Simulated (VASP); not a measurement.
Be: relaxation of cell and atoms with PBEsol

Crystal: Be.

```
CELL_PARAMETERS angstrom
2.15066 0.00000 0.00000
-1.07533 1.86253 0.00000
0.00000 0.00000 3.41942
ATOMIC_POSITIONS crystal
Be 0.33333 0.66667 0.25000
Be 0.66667 0.33333 0.75000
```

* Program: VASP 6.6.1
* Task: relaxation of cell and atoms
* Functional: PBEsol
* Potentials or basis: VASP PAW PBE potentials, release 64 (Be)
* Cutoff: 600 eV
* k mesh: 18 × 18 × 10
* Occupations: methfessel-paxton, width 0.1 eV
* Spin: no spin polarisation
* Target pressure: 21.2 GPa
* Further INCAR settings: ALGO = Normal; EDIFF = 1e-07; IBRION = 2; EDIFFG = -0.005; NSW = 90; ISIF = 3
* Target pressure: 21.2 GPa

```json
{
  "Pressure after relaxing": "21.3 GPa",
  "Band gap on the k mesh": "none (metal or under the smearing width)"
}
```

Final structure:
```cif
data_structure
_symmetry_space_group_name_H-M 'P 1'
_symmetry_Int_Tables_number 1
_cell_length_a 2.1507
_cell_length_b 2.1507
_cell_length_c 3.4194
_cell_angle_alpha 90.000
_cell_angle_beta 90.000
_cell_angle_gamma 120.000
_cell_volume 13.70
loop_
_atom_site_label
_atom_site_type_symbol
_atom_site_fract_x
_atom_site_fract_y
_atom_site_fract_z
_atom_site_occupancy
Be1 Be 0.33333 0.66667 0.25000 1
Be2 Be 0.66667 0.33333 0.75000 1
```

Levels at points of the mesh, in eV from the Fermi level:
```tsv
k point	band 1	band 2	band 3	band 4	band 5	band 6
(0.00, 0.00, 0.00)	-12.31	-5.28	1.31	17.93	17.93	21.02
(0.50, 0.00, 0.00)	-5.73	-3.40	3.79	6.80	7.48	10.45
(0.00, 0.00, 0.50)	-10.08	-10.08	11.47	11.47	19.75	19.75
(0.50, 0.00, 0.50)	-4.25	-4.25	1.92	1.92	13.31	13.31
```

Run time: 14 s on 1 thread of Intel(R) Xeon(R) Platinum 8259CL CPU @ 2.50GHz (Skylake/Cascade Lake) (shared host), peak memory 0.13 GiB.

Caveat: the relaxation stopped at its first step, so nothing moved; the cell is relaxed towards a set pressure, so the enthalpy falls and the energy may rise; the PAW data sets were made with another functional, which shifts forces and pressure a little.
